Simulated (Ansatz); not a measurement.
# Ta: Seebeck coefficient and carrier response

Level of theory: DFT PBE, scalar-relativistic, plane waves, PAW in Ansatz. Settings: 420 eV plane-wave cutoff, Γ-centred 20×20×20 mesh, Fermi-Dirac smearing of 0.15 eV. No spin polarisation.

The cell, relaxed at this level:
```xyz
1
Lattice="0.0000 2.1127 2.1127 2.1127 0.0000 2.1127 2.1127 2.1127 0.0000" Properties=species:S:1:pos:R:3 pbc="T T T"
Ta    0.0000    0.0000    0.0000
```

In a metal these results depend on the k mesh and the smearing. Spin–orbit coupling is left out, which matters for heavy elements.

Constant relaxation time and rigid bands. The levels are interpolated over the whole zone and filled by a Fermi function at the stated temperature, with the chemical potential set by the electron count. Seebeck coefficients of a few μV/K are small differences and uncertain even in sign.

Question: Give the Drude plasma energies, the density of states at the chemical potential and σ/τ at 300 K.

Answer:
* Plasma energy xx, yy, zz: 7.63, 7.63, 7.63 eV
* Density of states (thermally broadened): 1.20 states/eV/cell
* Conductivity over τ, xx, yy, zz: 11.9, 11.9, 11.9 ×10²⁰ (Ω·m·s)⁻¹

Question: And the Seebeck coefficient (μV/K)?

Answer:
```json
{"T (K)": "300", "Sxx": "3.5", "Syy": "3.5", "Szz": "3.5"}
{"T (K)": "600", "Sxx": "6.9", "Syy": "6.9", "Szz": "6.9"}
{"T (K)": "900", "Sxx": "9.7", "Syy": "9.7", "Szz": "9.7"}
```

This fcc form isn't the element's structure at ambient conditions.

Cost: 1 run of about 3 core-minutes, on Intel Xeon Platinum 8175M (Skylake/Cascade Lake) (shared hosts).